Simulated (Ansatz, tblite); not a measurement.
# NaF with GFN1-xTB from a Python script

These are simulated results from tblite 0.8.0, not measurements. The cell was built from a prototype and was relaxed with r2SCAN in plane waves (Ansatz 0.2.0). Not every such cell is a known phase. All runs are without spin polarisation.

Space group P6_3/mmc (No. 194), hexagonal; conventional cell a = 3.868 Å, c = 4.551 Å, 14.74 Å³ an atom. Around Na lie 5 F at 2.23–2.28 Å; around F lie 5 Na at 2.23–2.28 Å.

tblite solves periodic systems at the zone centre alone, so the script builds a cluster of 3×3×2 conventional cells (72 atoms), which folds in a coarse mesh of k points.

run.py reads:

```python
import json
from ase import Atoms
from ase.build import make_supercell
from ase.units import Bohr, GPa, Hartree
from tblite.interface import Calculator

atoms = Atoms(['Na', 'Na', 'F', 'F'],
              cell=[[3.86806466, 0.0, 0.0], [-1.93403233, 3.34984226, 0.0], [0.0, 0.0, 4.55138066]],
              scaled_positions=[[0.333333333, 0.666666667, -0.0625], [0.666666667, 0.333333333, 0.4375], [0.333333333, 0.666666667, 0.4375], [0.666666667, 0.333333333, 0.9375]],
              pbc=True)
cluster = make_supercell(atoms, [[3, 0, 0], [0, 3, 0], [0, 0, 2]])
calc = Calculator('GFN1-xTB', cluster.numbers, cluster.positions / Bohr, lattice=cluster.cell[:] / Bohr, periodic=cluster.pbc)
calc.set('temperature', 0.02 / Hartree)
calc.set('max-iter', 150)
res = calc.singlepoint()
levels = res.get('orbital-energies') * Hartree
nv = round(res.get('orbital-occupations').sum() / 2)
cells = len(cluster) // len(atoms)
out = {'energy_per_cell': res.get('energy') * Hartree / cells, 'homo': levels[nv - 1], 'lumo': levels[nv],
       'stress': (-res.get('virial') * Hartree / cluster.get_volume() / GPa).tolist(), 'charges': res.get('charges')[:len(atoms)].tolist(), 'electrons': 2 * nv / cells}
json.dump(out, open('results.json', 'w'))
for key, value in out.items():
    print(key, value)
```

Command: `python run.py`. It took 2.9 s on 1 thread of Arm Neoverse V2, with other jobs on the host, peak memory 0.11 GiB.

What it printed:

```
------------------------------------------------------------
  cycle        total energy    energy error   density error
------------------------------------------------------------
      1     -187.1451339093  -1.8698187E+02   6.9022637E-01
      2     -175.1090440298   1.2036090E+01   6.3845687E-01
      3     -192.3721604877  -1.7263116E+01   3.6930985E-01
      4     -197.6324280377  -5.2602675E+00   4.1792851E-02
      5     -197.7452812231  -1.1285319E-01   3.3653238E-02
      6     -197.7709476838  -2.5666461E-02   7.4102543E-03
      7     -197.7744407030  -3.4930191E-03   1.0500996E-03
      8     -197.7745154140  -7.4710975E-05   7.7471645E-05
      9     -197.7745161110  -6.9703000E-07   1.8188041E-06
------------------------------------------------------------

 total:                                   2.371 sec
energy_per_cell -298.98437242659384
homo -11.890953153926521
lumo -10.276883520957933
stress [[0.19822897852733123, 0.0012093752593225627, 1.591304814172847e-05], [0.001209375259322635, 0.19962544152959594, -9.187401462581205e-06], [1.591304814176066e-05, -9.187401462619337e-06, 0.7747849583366276]]
charges [0.4823117333929815, 0.4823117333930525, -0.4823207917367651, -0.4823209517485676]
electrons 16.0
```

The cycle table is in hartree for the whole cluster, and the lines after it are in eV (the energy for one cell). The printed stress is in GPa and positive in compression, and the pressure is its mean diagonal.

GFN1-xTB gives a gap of 1.61 eV. On the same cell, plane-wave PBE (Ansatz, 12×12×6 k points and the special points) gives a gap of 5.69 eV and r2SCAN a gap of 6.34 eV; on shared hosts these took about 4.2 and 11 core-seconds on the 4-atom cell, against 2.9 for the script. Semilocal gaps usually lie below measured ones. xTB was fitted to molecules, so gaps, charges and pressures of solids can be far off, and the gap also depends on the size of the cluster.

The same script was run on cells scaled at fixed shape and fractional coordinates:

| volume (Å³/atom) | energy (meV/atom) | pressure (GPa, positive in compression) | gap (eV) |
| --- | --- | --- | --- |
| 12.97 | 18.7 | 3.41 | 1.95 |
| 13.86 | 5.2 | 1.59 | 1.77 |
| 14.74 | 0.0 | 0.39 | 1.61 |
| 15.63 | 0.2 | -0.43 | 1.47 |
| 16.51 | 4.2 | -0.98 | 1.35 |

A Birch-Murnaghan fit puts the minimum at 15.12 Å³/atom, 2.6 % above the given cell, with a bulk modulus of 14.2 GPa at fixed shape.

xTB was fitted mostly to molecules, and a small cluster samples few k points, so gaps, pressures and kinks along a curve can be far from a solid's.
